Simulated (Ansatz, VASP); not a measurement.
# Zn3H in VASP and in Ansatz

```
CELL_PARAMETERS angstrom
0.00000 2.99658 2.99658
2.99658 0.00000 2.99658
2.99658 2.99658 0.00000
ATOMIC_POSITIONS crystal
Zn 0.50000 0.50000 0.50000
Zn 0.25000 0.25000 0.25000
Zn 0.75000 0.75000 0.75000
H 0.00000 0.00000 0.00000
```

The cell was built by a generator and needn't be a form met in nature.

Alike in both runs: task band structure; functional PBEsol; k mesh 6 × 6 × 6; occupations fermi-dirac, width 0.05 eV; no spin polarisation.

|  | VASP | Ansatz |
| --- | --- | --- |
| version | VASP 6.6.1 | Ansatz 0.2.0 |
| potentials or method | VASP PAW PBE potentials, release 64 (Zn, H) | Ansatz PAW |
| plane-wave cutoff (eV) | 520 | 420 |
| valence electrons in the cell | 37 | 37 |

```tsv
	VASP	Ansatz	Ansatz less VASP
gap on the k mesh at the Fermi level (eV)	none	none	-
pressure (GPa)	-4.2	-4.5	-0.27
```

A gap of «none» marks a metal or a gap that the smearing closes. The functional is the same, so the differences come from potentials, cutoffs and numerics.

Caveats: the PAW data sets were made with another functional, which shifts forces and pressure a little (VASP); the PAW data sets come from PBE, with cores solved anew for the run's functional, which leaves a small shift of forces and pressure (Ansatz).
